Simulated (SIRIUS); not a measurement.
# KTaO3 under changes of volume

One of the cells (12.688 Å³/atom); the others are scaled copies at fixed shape and fractional positions:

```xyz
5
Lattice="3.9883 0.0000 0.0000 0.0000 3.9883 0.0000 0.0000 0.0000 3.9883" Properties=species:S:1:pos:R:3 pbc="T T T"
Ta    0.0000    0.0000    0.0000
K     1.9942    1.9942    1.9942
O     0.0000    0.0000    1.9942
O     0.0000    1.9942    0.0000
O     1.9942    0.0000    0.0000
```

* Program: SIRIUS 7.12.0
* Functional: PBEsol
* Potentials or basis: PseudoDojo 0.4.1 PBEsol standard (scalar relativistic)
* Cutoff: 1152 eV
* Density cutoff: 4606 eV
* k mesh: 7 × 7 × 7
* Occupations: fermi-dirac, width 0.05 eV
* Spin: no spin polarisation

```csv
volume (Å³/atom),energy over the lowest point (meV/atom),pressure (GPa),gap on the mesh (eV)
11.927,?,?,?
12.180,8.09,7.1,2.30
12.434,0.58,2.4,2.25
12.688,0.00,-1.7,2.21
12.942,5.62,-5.4,2.16
13.196,16.78,-8.7,2.12
13.449,32.92,-11.7,2.07
```

Problem. What does the run at 11.927 Å³/atom give?

Solution. Energy over the lowest point 23.33 meV/atom; pressure 12.2 GPa; gap on the mesh 2.34 eV.

Worked out: A Birch-Murnaghan fit of order 3 (a polynomial in V^(-2/3)) to the other rows has its minimum at 12.58 Å³/atom with B0 = V·E''(V) = 202 GPa and B' = 4.3. It gives 23.20 meV/atom at 11.927 Å³/atom, against the run's 23.33, and -dE/dV = 12.2 GPa, against 12.2. A straight line through the other rows of the gap, of slope -2.29 eV per unit of ln V, extrapolates to 2.35 eV, against the run's 2.34.

Energies are extrapolated to zero smearing.

Caveats: spin-orbit coupling is left out, which moves the levels of the heavy elements; an odd mesh through Γ misses points on the zone boundary, where band edges often lie.
